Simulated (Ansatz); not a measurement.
# PtSe2: the band gap up the ladder of functionals

The task here is to estimate one member of a computed series from the others.

The runs shown are made with Ansatz 0.2.0. PAW datasets, plane waves. No spin polarisation and no zero-point or thermal motion.

## The structure to begin with

The cell was relaxed beforehand with r2SCAN+rVV10.

Space group P-3m1 (No. 164), trigonal; a = 3.729 Å, c = 5.277 Å in the conventional setting, 21.18 Å³ an atom. Around Pt lie 6 Se at 2.51 Å; around Se lie 3 Pt at 2.51 Å.

The structure in full:

Space group P-3m1 (No. 164). a = 3.729 Å, b = 3.729 Å, c = 5.277 Å, α = 90.00°, β = 90.00°, γ = 120.00°
```
atom  site  symmetry       x       y       z
  Pt    1a      -3m.  0.0000  0.0000  0.0000
  Se    2d       3m.  0.3333  0.6667  0.2462
```

Set-up of the first run:

File input.yaml:

```yaml
crystal:
  lattice:
    - [3.7286503637, 0.0, 0.0]
    - [-1.8643251819, 3.2291059368, 0.0]
    - [0.0, 0.0, 5.2771566385]
  atoms:
    - { symbol: Pt, position: [0.0, 0.0, 0.0] }
    - { symbol: Se, position: [0.3333333333, 0.6666666667, 0.2462188963] }
    - { symbol: Se, position: [0.6666666667, 0.3333333333, 0.7537811037] }
kpoints:
  mp_grid: { grid: [12, 12, 6] }
  band_path:
    path:
      - [[0.0, 0.0, 0.0], [0.5, -5.949199138247e-17, 8.252428084414e-18], [0.3333333333333, 0.3333333333333, 5.501618722943e-18], [0.0, 0.0, 0.0], [1.292710321335e-34, -9.990516945022e-35, 0.5], [0.5, -6.057368784367e-17, 0.5], [0.3333333333333, 0.3333333333333, 0.5], [1.292710321335e-34, -9.990516945022e-35, 0.5]]
      - [[0.5, -6.057368784367e-17, 0.5], [0.5, -5.949199138247e-17, 8.252428084414e-18]]
      - [[0.3333333333333, 0.3333333333333, 0.5], [0.3333333333333, 0.3333333333333, 5.501618722943e-18]]
    npoints: 10
hamiltonian:
  xc: pbe
scf:
  occupations: { method: fermi_dirac, width: 0.02 }
  n_extra_bands: 4
output:
  forces: true
  stress: true
  eigenvalues: true
```

The run is started by

```
$ ansatz run input.yaml --threads 4 --pin off --max-ram 7372MiB --backend cpu --events-out ev --progress --plain --runs-dir out
```

Among the steps run: PBE band path; r2SCAN at the same geometry; Single point with HSE06; PBE+SOC at the same geometry; PBE0; LDA; HSE06+SOC.

One table of the session follows, with a row left open; its other results are not shown here.

| level | gap (eV) |
| --- | --- |
| PBE | -0.16 |
| r2SCAN | -0.04 |
| HSE06 | 0.10 |
| PBE+SOC | ? |
| PBE0 | 0.79 |
| LDA | -0.22 |
| HSE06+SOC | 0.12 |

Estimate the missing values for PBE+SOC.

**Answer.** gap (eV): -0.21. In the column «gap (eV)» it lies between LDA (-0.22) and PBE (-0.16).

Meshes: PBE 12×12×6, r2SCAN 12×12×6, HSE06 6×6×4, PBE+SOC 12×12×6, PBE0 6×6×4, LDA 12×12×6, HSE06+SOC 6×6×4.

PBE finds no gap, while HSE06, HSE06+SOC, PBE0 open one of up to 0.79 eV: the level of theory decides whether this is called a metal.

To keep in mind: Warnings in the runs' records: stress exchange threshold loose, stress scf threshold loose.
